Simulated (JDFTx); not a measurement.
# Ta (Im-3m) in JDFTx: further runs

Runs on Ta. Level: RPBE. Tasks: equation of state.

All numbers are computed with JDFTx 1.7.0 (patched build); they aren't measurements. Logs are shortened: lines on timing, memory, paths and dates and some standing lists are left out, and cuts for length are marked. The log counts tension as positive stress, the text compression.

**Experimental background.**

From “Refinement of the equation of state of tantalum”, 2004, arxiv:cond-mat/0403080, for a bulk crystal of Ta: bulk modulus 194 GPa.

The runs below are set against these values where they give the same quantity.

**1. Starting point**

It takes space group Im-3m (No. 229, cubic). The conventional cell has a = 3.303 Å, b = 3.303 Å, c = 3.303 Å, α = 90.00°, β = 90.00°, γ = 90.00°. Ta (site symmetry m-3m) has 8 Ta at 2.86 Å as nearest neighbours.

**2. Equation of state, RPBE, 16.93 Å³/atom (volume scaled by 0.94)**

The input, Ta.in:

```
lattice \
   -1.6175709496     1.6175709496     1.6175709496 \
    1.6175709496    -1.6175709496     1.6175709496 \
    1.6175709496     1.6175709496    -1.6175709496
latt-scale 1.889726124626 1.889726124626 1.889726124626
coords-type Lattice
ion Ta     0.0000000000     0.0000000000     0.0000000000 1

ion-species pseudo/Ta.upf
elec-cutoff 29
elec-ex-corr gga-x-rpbe gga-c-pbe
kpoint-folding 11 11 11
elec-smearing Fermi 0.0018374661
elec-n-bands 12
electronic-SCF nIterations 100 energyDiffThreshold 1e-09
electronic-minimize nIterations 30 energyDiffThreshold 1e-7
forces-output-coords Cartesian

dump-name run.$VAR
dump End Ecomponents EigStats BandEigs Kpoints Forces Stress ElecDensity Dtot KEdensity
```

Potentials or basis: PseudoDojo-SR-PBE-0.5-standard with smoothed tails.

On the command line:

```
> jdftx -c 1 -i Ta.in -o Ta.out
```

Output:

```text
*************** JDFTx 1.7.0 (patched build) ***************

Input parsed successfully to the following command list (including defaults):
[... the input with its defaults ...]

---------- Setting up symmetries ----------

Found 48 point-group symmetries of the bravais lattice
Found 48 space-group symmetries with basis
Applied RMS atom displacement 0 bohrs to make symmetries exact.

---------- Initializing the Grid ----------
R =
[     -3.05677      3.05677      3.05677  ]
[      3.05677     -3.05677      3.05677  ]
[      3.05677      3.05677     -3.05677  ]
unit cell volume = 114.247
G =
[ -4.2795e-17    1.02775    1.02775  ]
[    1.02775 -4.2795e-17    1.02775  ]
[    1.02775    1.02775 -4.2795e-17  ]
Minimum fftbox size, Smin = [  28  28  28  ]
Chosen fftbox size, S = [  28  28  28  ]

---------- Exchange Correlation functional ----------
Initialized LibXC exchange functional 'Hammer, Hansen, and Norskov'
Initialized LibXC correlation functional 'Perdew, Burke & Ernzerhof'

---------- Setting up pseudopotentials ----------
Width of ionic core gaussian charges (only for fluid interactions / plotting) set to 0

Reading pseudopotential file 'pseudo/Ta.upf':
  'Ta' pseudopotential, 'PBE' functional
  Generated using ONCVPSP code by D. R. Hamann
  13 valence electrons, 4 orbitals, 8 projectors, 1001 radial grid points, with lMax = 3
    5S    l: 0   occupation:  2.0   eigenvalue: -2.682802
    5P    l: 1   occupation:  6.0   eigenvalue: -1.447891
    5D    l: 2   occupation:  3.0   eigenvalue: -0.131962
    6S    l: 0   occupation:  2.0   eigenvalue: -0.200010
  Core radius for overlap checks: 2.22 bohrs.

Initialized 1 species with 1 total atoms.

Folded 1 k-points by 11x11x11 to 1331 k-points.

---------- Setting up k-points, bands, fillings ----------
Reduced to 56 k-points under symmetry.
Computing the number of bands and number of electrons
Calculating initial fillings.
nElectrons:  13.000000   nBands: 12   nStates: 56

----- Setting up reduced wavefunction bases (one per k-point) -----
average nbasis = 852.319 , ideal nbasis = 852.192

---------- Setting up ewald sum ----------
Optimum gaussian width for ewald sums = 1.908579 bohr.
Real space sum over 2197 unit cells with max indices [  6  6  6  ]
Reciprocal space sum over 2197 terms with max indices [  6  6  6  ]

---------- Allocating electronic variables ----------
Initializing wave functions:  linear combination of atomic orbitals
Note: number of bands (12) exceeds available atomic orbitals (10)
Ta pseudo-atom occupations:   s ( 2 2 )  p ( 6 )  d ( 3 )
	FillingsUpdate:  mu: +0.741502734  nElectrons: 13.000000
LCAOMinimize: Iter:   0  F: -59.0268944915336888  |grad|_K:  2.340e-04  alpha:  1.000e+00
	FillingsUpdate:  mu: +0.742725350  nElectrons: 13.000000
LCAOMinimize: Iter:   1  F: -59.0270730478024603  |grad|_K:  5.302e-06  alpha:  8.063e-01  linmin:  2.034e-02  cgtest: -9.560e-02
	FillingsUpdate:  mu: +0.742720434  nElectrons: 13.000000
LCAOMinimize: Iter:   2  F: -59.0270731598766716  |grad|_K:  5.134e-07  alpha:  1.001e+00  linmin: -4.361e-04  cgtest:  1.198e-01
LCAOMinimize: Encountered beta<0, resetting CG.
	FillingsUpdate:  mu: +0.742717775  nElectrons: 13.000000
LCAOMinimize: Iter:   3  F: -59.0270731607284986  |grad|_K:  1.227e-08  alpha:  8.017e-01  linmin: -1.275e-02  cgtest:  8.831e-02
LCAOMinimize: Encountered beta<0, resetting CG.
LCAOMinimize: Converged (|Delta F|<1.000000e-06 for 2 iters).

-------- Electronic minimization -----------
Will mix electronic density at each iteration.
	FillingsUpdate:  mu: +0.742717775  nElectrons: 13.000000
	FillingsUpdate:  mu: +0.734671639  nElectrons: 13.000000
SCF: Cycle:  0   F: -59.046791544906426   dF: -1.972e-02   |Residual|: 2.872e-02   |deigs|: 7.969e-02
	FillingsUpdate:  mu: +0.732106950  nElectrons: 13.000000
SCF: Cycle:  1   F: -59.047277770028408   dF: -4.862e-04   |Residual|: 1.359e-02   |deigs|: 6.182e-03
	FillingsUpdate:  mu: +0.730187075  nElectrons: 13.000000
SCF: Cycle:  2   F: -59.047368895154762   dF: -9.113e-05   |Residual|: 2.897e-03   |deigs|: 4.170e-03
	FillingsUpdate:  mu: +0.730356801  nElectrons: 13.000000
SCF: Cycle:  3   F: -59.047369680799257   dF: -7.856e-07   |Residual|: 5.975e-04   |deigs|: 5.750e-04
	FillingsUpdate:  mu: +0.730285071  nElectrons: 13.000000
SCF: Cycle:  4   F: -59.047369985238717   dF: -3.044e-07   |Residual|: 1.762e-04   |deigs|: 1.817e-04
	FillingsUpdate:  mu: +0.730261604  nElectrons: 13.000000
SCF: Cycle:  5   F: -59.047370006920019   dF: -2.168e-08   |Residual|: 8.831e-05   |deigs|: 7.906e-05
	FillingsUpdate:  mu: +0.730270865  nElectrons: 13.000000
SCF: Cycle:  6   F: -59.047370012472285   dF: -5.552e-09   |Residual|: 8.595e-06   |deigs|: 4.652e-05
	FillingsUpdate:  mu: +0.730270850  nElectrons: 13.000000
SCF: Cycle:  7   F: -59.047370012807569   dF: -3.353e-10   |Residual|: 1.105e-05   |deigs|: 4.254e-05
	FillingsUpdate:  mu: +0.730270306  nElectrons: 13.000000
SCF: Cycle:  8   F: -59.047370012951504   dF: -1.439e-10   |Residual|: 4.940e-06   |deigs|: 3.972e-05
SCF: Converged (|Delta E|<1.000000e-09 for 2 iters).

Setting wave functions to eigenvectors of Hamiltonian

# Stress tensor in Cartesian coordinates [Eh/a0^3]:
[ -0.000706168            0            0  ]
[            0 -0.000706168            0  ]
[            0            0 -0.000706168  ]

# Ionic positions in lattice coordinates:
ion Ta   0.000000000000000   0.000000000000000   0.000000000000000 1

# Forces in Cartesian coordinates:
force Ta   0.000000000000000   0.000000000000000   0.000000000000000 1

# Energy components:
   Eewald =      -50.3007456646500088
       EH =        6.9769337786513610
     Eloc =      -28.8784982690073271
      Enl =        4.6601898267778692
      Exc =      -14.8781123558348920
 Exc_core =        6.0779624062185489
       KE =       17.2951197736296898
-------------------------------------
     Etot =      -59.0471505042147555
       TS =        0.0002195087367488
-------------------------------------
        F =      -59.0473700129515038

IonicMinimize: Iter:   0  F: -59.047370012951504  |grad|_K:  0.000e+00
IonicMinimize: Converged (|grad|_K<1.000000e-04).

#--- Lowdin population analysis ---
# oxidation-state Ta +0.069

Dumping 'run.eigStats' ...
	eMin: -1.734743 at state 0 ( [ +0.000000 +0.000000 +0.000000 ] spin 0 )
	HOMO: +0.726836 at state 33 ( [ +0.090909 -0.454545 -0.454545 ] spin 0 )
	mu  : +0.730270
	LUMO: +0.733735 at state 27 ( [ +0.090909 +0.272727 -0.181818 ] spin 0 )
	eMax: +1.449419 at state 40 ( [ +0.181818 +0.272727 -0.272727 ] spin 0 )
	HOMO-LUMO gap: +0.006899
	Optical gap  : +0.013565 at state 2 ( [ +0.000000 +0.000000 +0.181818 ] spin 0 )
Done!
[note: the HOMO, LUMO and gaps printed at the end count levels as full or empty at half filling, so they show a gap where a level is partly filled]
```

It took 17 s on 1 thread of Intel Xeon at 2.70GHz, shared host; peak memory 0.07 GiB.

Results:

```
Free energy            : -1606.7608 eV
Pressure               : 20.8 GPa
Band gap on the k mesh : none (metal or under the smearing width)
```

Caveat: the potentials were made for another functional, which shifts forces and pressure.

**3. Equation of state, RPBE, 17.29 Å³/atom (volume scaled by 0.96)**

The input, Ta.in:

```
lattice \
   -1.6289626696     1.6289626696     1.6289626696 \
    1.6289626696    -1.6289626696     1.6289626696 \
    1.6289626696     1.6289626696    -1.6289626696
latt-scale 1.889726124626 1.889726124626 1.889726124626
coords-type Lattice
ion Ta     0.0000000000     0.0000000000     0.0000000000 1

ion-species pseudo/Ta.upf
elec-cutoff 29
elec-ex-corr gga-x-rpbe gga-c-pbe
kpoint-folding 11 11 11
elec-smearing Fermi 0.0018374661
elec-n-bands 12
electronic-SCF nIterations 100 energyDiffThreshold 1e-09
electronic-minimize nIterations 30 energyDiffThreshold 1e-7
forces-output-coords Cartesian

dump-name run.$VAR
dump End Ecomponents EigStats BandEigs Kpoints Forces Stress
```

Potentials or basis: PseudoDojo-SR-PBE-0.5-standard with smoothed tails.

On the command line:

```
> jdftx -c 1 -i Ta.in -o Ta.out
```

It took 16 s on 1 thread of Intel Xeon at 2.70GHz, shared host; peak memory 0.07 GiB.

It converged, with:

```yaml
Free_energy: -1606.8012 eV
Pressure: 15.3 GPa
Band_gap_on_the_k_mesh: none (metal or under the smearing width)
```

Caveat: the potentials were made for another functional, which shifts forces and pressure.

**4. Equation of state, RPBE, 17.65 Å³/atom (volume scaled by 0.98)**

Ta.in: that of step 3 with these lines changed.

```diff
@@ -1,5 +1,5 @@
 lattice \
-   -1.6289626696     1.6289626696     1.6289626696 \
-    1.6289626696    -1.6289626696     1.6289626696 \
-    1.6289626696     1.6289626696    -1.6289626696
+   -1.6401972500     1.6401972500     1.6401972500 \
+    1.6401972500    -1.6401972500     1.6401972500 \
+    1.6401972500     1.6401972500    -1.6401972500
 latt-scale 1.889726124626 1.889726124626 1.889726124626
```

On the command line:

```
> jdftx -c 1 -i Ta.in -o Ta.out
```

It took 16 s on 1 thread of Intel Xeon at 2.70GHz, shared host; peak memory 0.07 GiB.

Results (log left out):

```yaml
Free_energy: -1606.8300 eV
Pressure: 10.4 GPa
Band_gap_on_the_k_mesh: none (metal or under the smearing width)
```

Caveat: the potentials were made for another functional, which shifts forces and pressure.

**5. Equation of state, RPBE, 18.01 Å³/atom**

Ta.in: that of step 4 with these lines changed.

```diff
@@ -1,5 +1,5 @@
 lattice \
-   -1.6401972500     1.6401972500     1.6401972500 \
-    1.6401972500    -1.6401972500     1.6401972500 \
-    1.6401972500     1.6401972500    -1.6401972500
+   -1.6512800000     1.6512800000     1.6512800000 \
+    1.6512800000    -1.6512800000     1.6512800000 \
+    1.6512800000     1.6512800000    -1.6512800000
 latt-scale 1.889726124626 1.889726124626 1.889726124626
```

On the command line:

```
> jdftx -c 1 -i Ta.in -o Ta.out
```

Wall time 18 s (1 thread of Intel Xeon at 2.70GHz, shared host); peak memory 0.07 GiB.

The run converged. Its results:

- Free energy: -1606.8484 eV
- Pressure: 6.0 GPa
- Band gap on the k mesh: none (metal or under the smearing width)

Caveat: the potentials were made for another functional, which shifts forces and pressure.

**6. Equation of state, RPBE, 18.37 Å³/atom (volume scaled by 1.02)**

Ta.in: that of step 5 with these lines changed.

```diff
@@ -1,5 +1,5 @@
 lattice \
-   -1.6512800000     1.6512800000     1.6512800000 \
-    1.6512800000    -1.6512800000     1.6512800000 \
-    1.6512800000     1.6512800000    -1.6512800000
+   -1.6622159478     1.6622159478     1.6622159478 \
+    1.6622159478    -1.6622159478     1.6622159478 \
+    1.6622159478     1.6622159478    -1.6622159478
 latt-scale 1.889726124626 1.889726124626 1.889726124626
```

Potentials or basis: PseudoDojo-SR-PBE-0.5-standard with smoothed tails.

On the command line:

```
> jdftx -c 1 -i Ta.in -o Ta.out
```

Run time: 17 s. Hardware: 1 thread of Intel Xeon at 2.70GHz, shared host; peak memory 0.07 GiB.

It converged, with:

- Free energy: -1606.8574 eV
- Pressure: 2.1 GPa
- Band gap on the k mesh: none (metal or under the smearing width)

Caveat: the potentials were made for another functional, which shifts forces and pressure.

**7. Equation of state, RPBE, 18.73 Å³/atom (volume scaled by 1.04)**

Ta.in: that of step 6 with these lines changed.

```diff
@@ -1,5 +1,5 @@
 lattice \
-   -1.6622159478     1.6622159478     1.6622159478 \
-    1.6622159478    -1.6622159478     1.6622159478 \
-    1.6622159478     1.6622159478    -1.6622159478
+   -1.6730098603     1.6730098603     1.6730098603 \
+    1.6730098603    -1.6730098603     1.6730098603 \
+    1.6730098603     1.6730098603    -1.6730098603
 latt-scale 1.889726124626 1.889726124626 1.889726124626
```

On the command line:

```
> jdftx -c 1 -i Ta.in -o Ta.out
```

Wall time 17 s (1 thread of Intel Xeon at 2.70GHz, shared host); peak memory 0.07 GiB.

It converged, with:

```
Free energy            : -1606.8579 eV
Pressure               : -1.6 GPa
Band gap on the k mesh : none (metal or under the smearing width)
```

Caveat: the potentials were made for another functional, which shifts forces and pressure.

**8. Equation of state, RPBE, 19.09 Å³/atom (volume scaled by 1.06)**

Ta.in: that of step 7 with these lines changed.

```diff
@@ -1,5 +1,5 @@
 lattice \
-   -1.6730098603     1.6730098603     1.6730098603 \
-    1.6730098603    -1.6730098603     1.6730098603 \
-    1.6730098603     1.6730098603    -1.6730098603
+   -1.6836662614     1.6836662614     1.6836662614 \
+    1.6836662614    -1.6836662614     1.6836662614 \
+    1.6836662614     1.6836662614    -1.6836662614
 latt-scale 1.889726124626 1.889726124626 1.889726124626
```

On the command line:

```
> jdftx -c 1 -i Ta.in -o Ta.out
```

Run time: 18 s. Hardware: 1 thread of Intel Xeon at 2.70GHz, shared host; peak memory 0.07 GiB.

The run converged. Its results:

```
Free energy            : -1606.8506 eV
Pressure               : -4.9 GPa
Band gap on the k mesh : none (metal or under the smearing width)
```

Caveat: the potentials were made for another functional, which shifts forces and pressure.

**9. Equation of state, RPBE**

Potentials or basis: PseudoDojo-SR-PBE-0.5-standard with smoothed tails.

This step only gathers the single runs of the series.

Results:

* Equilibrium volume: 18.57 Å³/atom
* Bulk modulus: 185 GPa
* Pressure derivative of the bulk modulus: 4.2

Energy against volume, from the lowest point:
| volume (Å³/atom) | energy (meV/atom) |
| --- | --- |
| 16.930 | 97.09 |
| 17.290 | 56.65 |
| 17.650 | 27.84 |
| 18.010 | 9.46 |
| 18.371 | 0.48 |
| 18.731 | 0.00 |
| 19.091 | 7.31 |

Caveat: the potentials were made for another functional, which shifts forces and pressure. The run has no spin-orbit coupling, so splittings on Ta are missing.

**10. Comparison with measurements**

Step 9. Measured bulk modulus of Ta: 194 GPa (quoted in “Refinement of the equation of state of tantalum”, 2004, arxiv:cond-mat/0403080). This calculation gives 185 GPa (-4.8 %). The fit is for a static lattice scaled at fixed shape and fixed fractional positions.
